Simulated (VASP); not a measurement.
BN:

```xyz
2
Lattice="0.0000 1.8130 1.8130 1.8130 0.0000 1.8130 1.8130 1.8130 0.0000" Properties=species:S:1:pos:R:3 pbc="T T T"
N     0.9065    0.9065    0.9065
B     0.0000    0.0000    0.0000
```

The cell is a database's computed one.

| Quantity | Value |
| --- | --- |
| Program | VASP 6.6.1 |
| Task | relaxation of cell and atoms |
| Functional | HSEsol |
| Potentials or basis | VASP PAW PBE potentials, release 64 (N, B) |
| Cutoff | 600 eV |
| k mesh | 7 × 7 × 7 |
| Occupations | fermi-dirac, width 0.05 eV |
| Spin | no spin polarisation |

At the start: pressure -12.9 GPa; volume 5.96 Å³/atom.

Task: How do energy, volume and symmetry change on relaxing?

Result: Over 3 steps the energy falls by 8.0 meV/atom and the volume is 5.77 Å³/atom (-3.2 %); space group F-43m (No. 216, to 0.05 Å).

The path:
| step | energy change (eV) | largest force (eV/Å) | pressure (GPa) | volume (Å³) |
| --- | --- | --- | --- | --- |
| 1 | 0.0000 | 0.0000 | -12.90 | 11.92 |
| 2 | 0.0049 | 0.0000 | 16.43 | 11.11 |
| 3 | -0.0160 | 0.0000 | -0.10 | 11.53 |

Final structure:
```yaml
crystal:
  lattice:
    - [0.00000, 1.79325, 1.79325]
    - [1.79325, 0.00000, 1.79325]
    - [1.79325, 1.79325, 0.00000]
  atoms:
    - { symbol: N, position: [0.25000, 0.25000, 0.25000] }
    - { symbol: B, position: [0.00000, 0.00000, 0.00000] }
```

Caveat: the k mesh is coarse (spacing up to 0.43 Å⁻¹), so the values aren't converged, least of all with exact exchange; the PAW data sets were made with another functional, which shifts forces and pressure a little.
